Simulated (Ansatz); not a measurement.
Task: relaxations under a series of pressures of Ca, space group Pm-3m, with Ansatz 0.2.0 through its Python package. Give the script and its output. Use (first run): PBE, PAW, cutoff 420 eV, 8×8×8 k-points, Fermi-Dirac smearing of 0.05 eV.

```xyz
1
Lattice="2.6150 0.0000 0.0000 0.0000 2.6150 0.0000 0.0000 0.0000 2.6150" Properties=species:S:1:pos:R:3 pbc="T T T"
Ca    0.0000    0.0000    0.0000
```

`ca_compress.py`
```python
"""Cell of Ca under pressure."""

import ansatz as az
import numpy as np

CUTOFF = 420
OCCUPATIONS = "fermi_dirac"
SMEARING_WIDTH = 0.05

def edges_and_angles(cell):
    cell = np.asarray(cell)
    a, b, c = np.linalg.norm(cell, axis=1)
    cosines = cell[1] @ cell[2] / (b * c), cell[0] @ cell[2] / (a * c), cell[0] @ cell[1] / (a * b)
    return (a, b, c, *np.degrees(np.arccos(cosines)))


def main() -> None:
    system = (
        az.Lattice.of((2.615, 0.0, 0.0), (0.0, 2.615, 0.0), (0.0, 0.0, 2.615))
        .atom("Ca", (0.0, 0.0, 0.0))
    )

    base = system.calculation()
    base = base.functional(az.Functional.PBE).pseudopotentials("paw")
    base = base.basis(CUTOFF).kpoints(8)
    base = base.occupations(OCCUPATIONS, width=SMEARING_WIDTH)

    # H = F + PV, with 1 GPa A^3 = 1/160.21766 eV
    rows = []
    for pressure in [0, 2, 4, 6, 8]:
        out = base.relax(cell=True, pressure=pressure).run(threads=1)
        cell = out.lattice.cell_ang
        n_atoms = len(out.lattice.sites)
        volume = abs(np.linalg.det(cell)) / n_atoms
        enthalpy = out.report["free_energy_ev"] / n_atoms + pressure * volume / 160.21766
        rows.append((pressure, volume, enthalpy, *edges_and_angles(cell)))
        print(f"{pressure} GPa done: {volume:.4f} A^3/atom")

    print(" P (GPa)  V (A^3/atom)  H (eV/atom)     a       b       c")
    for row in rows:
        print("{:8.1f} {:12.4f} {:14.5f} {:7.4f} {:7.4f} {:7.4f}".format(*row[:6]))
    p, v = np.array([row[0] for row in rows], float), np.array([row[1] for row in rows])
    print("mean bulk modulus between rows (GPa):", np.round(-np.diff(p) / np.diff(np.log(v)), 1))


if __name__ == "__main__":
    main()
```

Output of `python ca_compress.py`:
```text
0 GPa done: 44.1690 A^3/atom
2 GPa done: 37.6471 A^3/atom
4 GPa done: 33.9341 A^3/atom
6 GPa done: 31.6433 A^3/atom
8 GPa done: 29.8023 A^3/atom
 P (GPa)  V (A^3/atom)  H (eV/atom)     a       b       c
     0.0      44.1690    -1816.47673  3.5349  3.5349  3.5349
     2.0      37.6471    -1815.97153  3.3515  3.3515  3.3515
     4.0      33.9341    -1815.52703  3.2375  3.2375  3.2375
     6.0      31.6433    -1815.11822  3.1630  3.1630  3.1630
     8.0      29.8023    -1814.73502  3.1004  3.1004  3.1004
mean bulk modulus between rows (GPa): [12.5 19.3 28.6 33.4]
```

The volume falls from 44.17 Å³ an atom at 0 GPa to 29.80 at 8 GPa, by 32.5 %. Between 0 and 2 GPa, -V dP/dV is about 13 GPa, a mean over that step.

Notes:
- Total energies depend on the potentials; only differences at equal settings carry meaning.
- At a fixed pressure a relaxation lowers the enthalpy F + PV, while F alone can rise.
- For a metal this k-point mesh is coarse: on a finer one energies can move by several to tens of meV an atom and pressures by half a GPa or more, differences at one mesh by less.
- A cell that swells this much on relaxing started as a compressed, perhaps high-pressure structure.
- This isn't the structure that Ca takes at ambient conditions.
- Symmetry holds the cell in this phase, whether or not it is the stable one at each pressure.
- Wall time of the script: 24 s on 1 thread of Arm Neoverse V2 (shared host), peak memory 0.35 GiB.

(Lines on the test bed's own set-up are left out of the output.)
